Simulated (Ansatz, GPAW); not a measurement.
Given: the input of a run of GPAW 26.7.0 (ASE script) on HfN. 

The input run.py:

```python
from ase import Atoms
from ase.dft.bandgap import bandgap
from ase.io import write
from ase.units import GPa
from gpaw import GPAW, PW

atoms = Atoms(['Hf', 'N'],
              cell=[[0.0, 2.256, 2.256],
                    [2.256, 0.0, 2.256],
                    [2.256, 2.256, 0.0]],
              scaled_positions=[[0.0, 0.0, 0.0],
                                [0.5, 0.5, 0.5]],
              pbc=True)

calc = GPAW(mode=PW(800),
            xc='PBE',
            kpts={'size': (10, 10, 10), 'gamma': True},
            occupations={'name': 'methfessel-paxton', 'order': 0, 'width': 0.016},
            nbands=19,
            convergence={'density': 1e-05, 'energy': 1e-05},
            maxiter=150,
            txt='gpaw.txt')
atoms.calc = calc
energy = atoms.get_potential_energy()
forces = atoms.get_forces()
stress = atoms.get_stress()
calc.write('gs.gpw')
write('result.traj', atoms)
print(f'Energy: {energy:.6f} eV')
print('Forces (eV/A):')
print(forces.round(4))
print('Stress (GPa):', (stress / GPa).round(3))
print('Fermi level:', round(calc.get_fermi_level(), 4), 'eV')
print(f'Gap: {bandgap(calc)[0]:.4f} eV, direct: {bandgap(calc, direct=True)[0]:.4f} eV')
```

Potentials or basis: GPAW PAW data sets (gpaw-data 1.2.1), pw.

Run with:

```sh
$ OMP_NUM_THREADS=1 python run.py
```

Task: Set up the same calculation for Ansatz 0.2.0. Potentials or basis there: Ansatz PAW, cutoff 420 eV.

Result: As run (cutoffs and basis follow the program's own potentials, and thresholds, step limits or extra output files can differ):

The input input.yaml:

```yaml
crystal:
  lattice:
    - [0.0, 2.256, 2.256]
    - [2.256, 0.0, 2.256]
    - [2.256, 2.256, 0.0]
  atoms:
    - { symbol: Hf, position: [0.0, 0.0, 0.0] }
    - { symbol: "N", position: [0.5, 0.5, 0.5] }
hamiltonian:
  xc: pbe
  pseudopotentials: { kind: paw }
kpoints:
  mp_grid: { grid: [10, 10, 10] }
scf:
  occupations: { method: gaussian, width: 0.016 }
output:
  forces: true
  stress: true
  eigenvalues: true
```

Potentials or basis: Ansatz PAW.

Launch:

```console
$ ansatz run input.yaml --threads 2 --pin off --max-ram 5632MiB --backend cpu --events-out ev --progress --plain --runs-dir out
```

Both were run:

|  | GPAW | Ansatz |
| --- | --- | --- |
| Pressure | 6.7 GPa | 6.6 GPa |

Ansatz's pressure holds a Pulay term of +0.50 GPa for its cutoff of 420 eV, which the other run lacks.

The potentials hold 17 and 31 valence electrons a cell.

Where Ansatz's input types no cutoff or centring, it takes its own default and a Γ-centred mesh.

Pressure is positive in compression.
